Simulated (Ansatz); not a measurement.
Here is an Ansatz 0.2.0 calculation.

input.yaml

```yaml
crystal:
  lattice:
    - [0.0, 1.813001, 1.813001]
    - [1.813001, 0.0, 1.813001]
    - [1.813001, 1.813001, 0.0]
  atoms:
    - { symbol: "N", position: [0.25, 0.25, 0.25] }
    - { symbol: B, position: [0.0, 0.0, 0.0] }
hamiltonian:
  xc: blyp
  pseudopotentials: { kind: nc, accuracy: standard }
  dispersion: d3bj
kpoints:
  mp_grid: { grid: [13, 13, 13] }
  band_path:
    path:
      - [[0.0, 0.0, 0.0], [0.5, 0.0, 0.5], [0.5, 0.25, 0.75], [0.375, 0.375, 0.75], [0.0, 0.0, 0.0], [0.5, 0.5, 0.5], [0.625, 0.25, 0.625], [0.5, 0.25, 0.75], [0.5, 0.5, 0.5], [0.375, 0.375, 0.75]]
      - [[0.625, 0.25, 0.625], [0.5, 0.0, 0.5]]
    npoints: 14
scf:
  occupations: { method: fermi_dirac, width: 0.15 }
  n_extra_bands: 6
output:
  forces: true
  stress: true
  eigenvalues: true
  fatbands: false
  write_density: true
  write_potential: true
  elf: true
  volumetric_format: npy
```

Potentials or basis: PseudoDojo standard (PBE files).

Run with:

```sh
$ ansatz run input.yaml --threads 1 --pin off --max-ram 2560MiB --backend cpu --events-out ev --progress --plain --runs-dir out
```

Question: Predict the band gap along the path.

Answer: 4.88 eV, indirect (least direct gap 8.96 eV).

Question: Predict the band gap on the k mesh.

Answer: 4.95 eV, indirect (least direct gap 8.96 eV).

Question: What does it give for the pressure?

Answer: -0.6 GPa.

Levels at the corners of the path, in eV from the valence-band top:
```tsv
point	band 1	band 2	band 3	band 4	band 5	band 6	band 7	band 8
Γ	-19.97	0.00	0.00	0.00	8.96	8.96	8.96	10.49
X	-14.52	-8.71	-4.79	-4.79	4.88	9.55	17.83	17.83
W	-14.23	-7.44	-6.76	-6.29	9.88	13.38	14.65	14.77
K	-14.45	-7.95	-7.43	-3.98	7.26	13.06	15.81	16.65
Γ	-19.97	0.00	0.00	0.00	8.96	8.96	8.96	10.49
L	-15.86	-10.42	-1.90	-1.90	10.29	10.89	10.89	15.44
U	-14.45	-7.95	-7.43	-3.98	7.26	13.06	15.81	16.65
W	-14.23	-7.44	-6.76	-6.29	9.88	13.38	14.65	14.77
L	-15.86	-10.42	-1.90	-1.90	10.29	10.89	10.89	15.44
K	-14.45	-7.95	-7.43	-3.98	7.26	13.06	15.81	16.65
U	-14.45	-7.95	-7.43	-3.98	7.26	13.06	15.81	16.65
X	-14.52	-8.71	-4.79	-4.79	4.88	9.55	17.83	17.83
```

Caveat: the potentials were made for another functional, which shifts forces and pressure; the k mesh misses the band edges, so the gap on the mesh is wider than the one along the path.

**Measured values to compare with.**

From a printed reference work, monograph, for a bulk crystal of BN at 300 K: band gap 6.4 eV (indirect).

Against the measured gap of BN, 6.4 eV (indirect; 300 K; a printed reference work, monograph), the calculated 4.88 eV is off by -1.52 eV. The value is that of BLYP+D3(BJ), without temperature or zero-point motion. Semilocal functionals fall short of measured gaps as a rule. The cell is a database's relaxed one, not the measured one, which moves gaps too.
